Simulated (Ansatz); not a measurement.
## Hf under changes of volume

One of the cells (21.882 Å³/atom); the others are scaled copies at fixed shape and fractional positions:

```
Hf
1.0
     0.00000    2.22000    2.22000
     2.22000    0.00000    2.22000
     2.22000    2.22000    0.00000
Hf
1
Direct
  0.00000 0.00000 0.00000
```

This isn't the form of Hf at room conditions, which is hcp.

* Program: Ansatz 0.2.0
* Functional: r2SCAN
* Potentials or basis: Ansatz PAW
* Cutoff: 500 eV (not typed: the program's choice for these potentials)
* k mesh: 10 × 10 × 10
* Occupations: fermi-dirac, width 0.05 eV
* Spin: no spin polarisation

| volume (Å³/atom) | energy over the lowest point (meV/atom) | pressure (GPa) |
| --- | --- | --- |
| 20.569 | 52.21 | 10.0 |
| 21.007 | 29.13 | 7.2 |
| 21.444 | 13.24 | 4.8 |
| 21.882 | 3.77 | 2.5 |
| 22.320 | 0.00 | 0.5 |
| 22.757 | ? | ? |
| 23.195 | 7.48 | -3.1 |

Question: What does the run at 22.757 Å³/atom give?

Answer: Energy over the lowest point 1.35 meV/atom; pressure -1.4 GPa.

Worked out: A Birch-Murnaghan fit of order 3 (a polynomial in V^(-2/3)) to the other rows has its minimum at 22.41 Å³/atom with B0 = V·E''(V) = 94 GPa and B' = 4.6. It gives 1.43 meV/atom at 22.757 Å³/atom, against the run's 1.35, and -dE/dV = -1.4 GPa, against -1.4.

Energies are extrapolated to zero smearing.

Caveats: the PAW data sets come from PBE, with cores solved anew for the run's functional, which leaves a small shift of forces and pressure.
